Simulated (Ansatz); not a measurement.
Crystal: ZnS (Wurtzite-6H).

```xyz
12
Lattice="3.8120 0.0000 0.0000 -1.9060 3.3013 0.0000 0.0000 0.0000 18.6900" Properties=species:S:1:pos:R:3 pbc="T T T"
Zn    0.0000    2.2009   15.5749
Zn    1.9060    1.1004    6.2299
Zn    1.9060    1.1004   12.4601
Zn    0.0000    2.2009    3.1151
Zn    0.0000    0.0000    9.3450
Zn    0.0000    0.0000    0.0000
S     0.0000    2.2009   17.9112
S     1.9060    1.1004    8.5662
S     1.9060    1.1004   14.7963
S     0.0000    2.2009    5.4513
S     0.0000    0.0000   11.6812
S     0.0000    0.0000    2.3362
```

- Program: Ansatz 0.2.0
- Task: relaxation of cell and atoms
- Functional: PBEsol
- Dispersion: D4
- Potentials or basis: Ansatz PAW
- Cutoff: 420 eV (not typed: the program's choice for these potentials)
- k mesh: 8 × 8 × 2
- Occupations: fermi-dirac, width 0.05 eV
- Spin: no spin polarisation

At the start: volume 19.60 Å³/atom.

How do energy, volume and symmetry change on relaxing?

It ends after 5 steps and the volume is 18.87 Å³/atom (-3.7 %); space group P6_3mc (No. 186, to 0.05 Å).

The path:
| step | energy change (eV) | largest force (eV/Å) | volume (Å³) |
| --- | --- | --- | --- |
| 1 | 0.0000 | 0.0262 | 235.20 |
| 2 | -0.0713 | 0.0098 | 229.81 |
| 3 | -0.0852 | 0.0024 | 226.21 |
| 4 | -0.0852 | 0.0025 | 226.44 |
| 5 | -0.0819 | 0.0025 | 226.44 |

Final structure:
```yaml
crystal:
  lattice:
    - [3.76268, 0.00000, 0.00000]
    - [-1.88134, 3.25857, 0.00000]
    - [0.00000, 0.00000, 18.46800]
  atoms:
    - { symbol: Zn, position: [0.33333, 0.66667, 0.83330] }
    - { symbol: Zn, position: [0.66667, 0.33333, 0.33330] }
    - { symbol: Zn, position: [0.66667, 0.33333, 0.66685] }
    - { symbol: Zn, position: [0.33333, 0.66667, 0.16685] }
    - { symbol: Zn, position: [0.00000, 0.00000, 0.50004] }
    - { symbol: Zn, position: [0.00000, 0.00000, 0.00004] }
    - { symbol: S, position: [0.33333, 0.66667, 0.95811] }
    - { symbol: S, position: [0.66667, 0.33333, 0.45811] }
    - { symbol: S, position: [0.66667, 0.33333, 0.79162] }
    - { symbol: S, position: [0.33333, 0.66667, 0.29162] }
    - { symbol: S, position: [0.00000, 0.00000, 0.62509] }
    - { symbol: S, position: [0.00000, 0.00000, 0.12509] }
```

Caveat: the plane-wave basis is chosen anew once the cell has moved, so the energies of steps on either side of that aren't comparable; the PAW data sets come from PBE, with cores solved anew for the run's functional, which leaves a small shift of forces and pressure.
